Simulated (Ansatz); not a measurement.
Take a crystal in which Ba has been replaced by Mg on all its sites, with the cell rescaled by a rough guess (in some cases also distorted within its space group) and nothing relaxed:

```cif
data_structure
_symmetry_space_group_name_H-M 'P 1'
_symmetry_Int_Tables_number 1
_cell_length_a 3.5435
_cell_length_b 3.5435
_cell_length_c 3.5435
_cell_angle_alpha 109.471
_cell_angle_beta 109.471
_cell_angle_gamma 109.471
_cell_volume 34.25
loop_
_atom_site_label
_atom_site_type_symbol
_atom_site_fract_x
_atom_site_fract_y
_atom_site_fract_z
_atom_site_occupancy
Mg1 Mg 0.00000 0.00000 0.00000 1
```

Computed with DFT PBE, scalar-relativistic, plane waves, PAW in Ansatz.

Plane waves to 420 eV, a k mesh through Γ of 14×14×14 on the computed 1-atom cell and Gaussian smearing (0.10 eV); no spin polarisation.

(1) Will this cell want to expand or contract, and how hard?

(2) Is it a metal on this mesh?

Answers

(1) The pressure is -5.9 GPa (positive in compression), so the cell would contract.

(2) Yes, a band crosses the Fermi level.

This bcc form isn't the element's structure at ambient conditions.